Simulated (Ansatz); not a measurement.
# PbO2: the cost of one run

Method: DFT LDA, scalar-relativistic, plane waves, PAW, in Ansatz 0.2.0.

## Step 1: Starting point

It takes space group I4/mmm (No. 139, tetragonal). Conventional cell: a = 8.911 Å, b = 8.911 Å, c = 5.215 Å, α = 90.00°, β = 90.00°, γ = 90.00°. Si (site symmetry m2m) is surrounded by 4 O at 1.60 Å. O (site symmetry 2/m) has 2 Si at 1.60 Å as nearest neighbours. Around O (site symmetry m2m) lie 2 Si at 1.60 Å.

Coordinates:

```cif
data_structure
_symmetry_space_group_name_H-M 'I4/mmm'
_symmetry_Int_Tables_number 139
_cell_length_a 8.9107
_cell_length_b 8.9107
_cell_length_c 5.2147
_cell_angle_alpha 90.000
_cell_angle_beta 90.000
_cell_angle_gamma 90.000
_cell_volume 414.05
loop_
_atom_site_label
_atom_site_type_symbol
_atom_site_symmetry_multiplicity
_atom_site_Wyckoff_symbol
_atom_site_fract_x
_atom_site_fract_y
_atom_site_fract_z
_atom_site_occupancy
Si1 Si 8 h 0.67694 0.67694 0.50000 1
O1 O 8 f 0.75000 0.75000 0.75000 1
O2 O 8 i 0.70894 0.50000 0.50000 1
```

It goes back to an entry of the Materials Project, which need not be the stable form.

This cell was relaxed beforehand with the same method: volume 17.25 Å³/atom, gap on the mesh 5.35 eV.

## Step 2: Swap Si → Pb

PbO2 starts from the relaxed positions of SiO2, with all lengths scaled by 1.087, a guess from tabulated radii.

## Step 3: Probe: one point at the start (PbO2)

The input, input.yaml:

```yaml
crystal:
  lattice:
    - [-4.8434845135, 4.8434845135, 2.8345194154]
    - [4.8434845135, -4.8434845135, 2.8345194154]
    - [4.8434845135, 4.8434845135, -2.8345194154]
  atoms:
    - { symbol: Pb, position: [0.1769371916, 0.1769371916, 0.3538743832] }
    - { symbol: Pb, position: [0.8230628084, 0.1769371916, 0.0] }
    - { symbol: Pb, position: [0.1769371916, 0.8230628084, 0.0] }
    - { symbol: Pb, position: [0.8230628084, 0.8230628084, 0.6461256168] }
    - { symbol: O, position: [0.5, 0.5, 0.5] }
    - { symbol: O, position: [0.0, 0.5, 0.0] }
    - { symbol: O, position: [0.5, 0.0, 0.0] }
    - { symbol: O, position: [0.0, 0.0, 0.5] }
    - { symbol: O, position: [0.0, 0.2089418894, 0.2089418894] }
    - { symbol: O, position: [0.7910581106, 0.0, 0.7910581106] }
    - { symbol: O, position: [0.2089418894, 0.0, 0.2089418894] }
    - { symbol: O, position: [0.0, 0.7910581106, 0.7910581106] }
basis:
  ecutwfc: 420
kpoints:
  mp_grid: { grid: [4, 4, 4] }
hamiltonian:
  xc: lda
scf:
  occupations: { method: gaussian, width: 0.1 }
output:
  forces: true
  stress: true
  eigenvalues: true
```

Started as:

```console
ansatz run input.yaml --threads 2 --pin off --max-ram 5120MiB --backend cpu --events-out ev --progress --plain --runs-dir out
```

**Question.** How long does this run take on 2 threads of Arm Neoverse V2, shared host, and how much memory does it need?

About 7.5 s, with a peak of 0.58 GiB.
